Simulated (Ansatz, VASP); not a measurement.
## One calculation of CuI, two programs

POSCAR

```
CuI
1.0
    0.0000000000      3.0120291112      3.0120291112
    3.0120291112      0.0000000000      3.0120291112
    3.0120291112      3.0120291112      0.0000000000
Cu I
1 1
Direct
    0.0000000000      0.0000000000      0.0000000000
    0.2500000000      0.2500000000      0.2500000000
```

The input INCAR.step1:

```
PREC = Accurate
ENCUT = 520
ISMEAR = 0
SIGMA = 0.05
LREAL = F
LASPH = T
NELM = 60
NBANDS = 16
GGA = PE
ALGO = Normal
EDIFF = 1E-4
LWAVE = T
LCHARG = F
```

INCAR.step2

```
PREC = Accurate
ENCUT = 520
EDIFF = 1E-6
ISMEAR = 0
SIGMA = 0.05
LREAL = F
LASPH = T
NELM = 60
ALGO = Normal
ISIF = 2
LWAVE = F
LCHARG = F
METAGGA = R2SCAN
LMIXTAU = T
NBANDS = 16
ISTART = 1
```

KPOINTS

```
Automatic mesh
0
Gamma
  6 6 6
```

Input for Ansatz:

```yaml
crystal:
  lattice:
    - [0.0, 3.0120291112, 3.0120291112]
    - [3.0120291112, 0.0, 3.0120291112]
    - [3.0120291112, 3.0120291112, 0.0]
  atoms:
    - { symbol: Cu, position: [0.0, 0.0, 0.0] }
    - { symbol: I, position: [0.25, 0.25, 0.25] }
kpoints:
  mp_grid: { grid: [6, 6, 6] }
hamiltonian:
  xc: r2scan
scf:
  occupations: { method: gaussian, width: 0.05 }
  n_extra_bands: 4
output:
  forces: true
  stress: true
  eigenvalues: true
```

Alike in both runs: task single point; functional r2SCAN; k mesh 6 × 6 × 6; occupations gaussian, width 0.05 eV; no spin polarisation.

|  | VASP | Ansatz |
| --- | --- | --- |
| version | VASP 6.6.1 | Ansatz 0.2.0 |
| potentials or method | VASP PAW PBE potentials, release 64 (Cu, I) | plane waves |
| plane-wave cutoff (eV) | 520 | 500 |
| valence electrons in the cell | 18 | 36 |

VASP gave:

| Property | Result |
| --- | --- |
| gap on the k mesh at the Fermi level (eV) | 1.67 |
| pressure (GPa) | -0.1 |

Question: Which values does Ansatz return?

Answer: gap on the k mesh at the Fermi level (eV): 1.67; pressure (GPa): 0.0.

The two sets of potentials don't hold the same shells in valence.

Caveats: the PAW data sets were made with another functional, which shifts forces and pressure a little (VASP); spin-orbit coupling is left out, which moves the levels of the heavy elements. r2SCAN opens gaps a little over a GGA but as a rule still falls short of measured ones.
